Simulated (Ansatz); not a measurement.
## Bi2Se3 (Paraguanajuatite) under changes of volume

One of the cells (28.378 Å³/atom); the others are scaled copies at fixed shape and fractional positions:

```
Bi Se
1.0
     2.07150    1.19598    9.54533
    -2.07150    1.19598    9.54533
     0.00000   -2.39196    9.54533
Bi Se
2 3
Cartesian
  0.0000 0.0000 17.1587
  0.0000 0.0000 11.4773
  0.0000 0.0000 22.5738
  0.0000 0.0000 6.0622
  0.0000 0.0000 0.0000
```

- Program: Ansatz 0.2.0
- Functional: PBE
- Potentials or basis: Ansatz PAW
- Cutoff: 420 eV (not typed: the program's choice for these potentials)
- k mesh: 8 × 8 × 8
- Occupations: fermi-dirac, width 0.05 eV
- Spin: no spin polarisation

```tsv
volume (Å³/atom)	energy over the lowest point (meV/atom)	pressure (GPa)	gap on the mesh (eV)	largest force (eV/Å)
26.675	?	?	?	?
27.243	37.48	5.6	0.18	0.497
27.810	20.61	4.0	0.20	0.322
28.378	9.09	2.5	0.22	0.159
28.946	2.38	1.3	0.23	0.100
29.513	0.00	0.1	0.24	0.133
30.081	1.51	-0.9	0.26	0.264
```

What does the run at 26.675 Å³/atom give?

Energy over the lowest point 60.29 meV/atom; pressure 7.3 GPa; gap on the mesh 0.16 eV; largest force 0.685 eV/Å.

Worked out: A Birch-Murnaghan fit of order 3 (a polynomial in V^(-2/3)) to the other rows has its minimum at 29.57 Å³/atom with B0 = V·E''(V) = 56 GPa and B' = 4.6 at fixed shape and positions, which overstates the stiffness. It gives 60.36 meV/atom at 26.675 Å³/atom, against the run's 60.29, and -dE/dV = 7.4 GPa, against 7.3. A straight line through the other rows of the gap, of slope 0.765 eV per unit of ln V (its deformation potential), extrapolates to 0.17 eV, against the run's 0.16.

Energies are extrapolated to zero smearing.

Caveats: spin-orbit coupling is left out, which as a rule narrows the gap of such compounds by several tenths of an eV.

A mesh can miss the band edges.
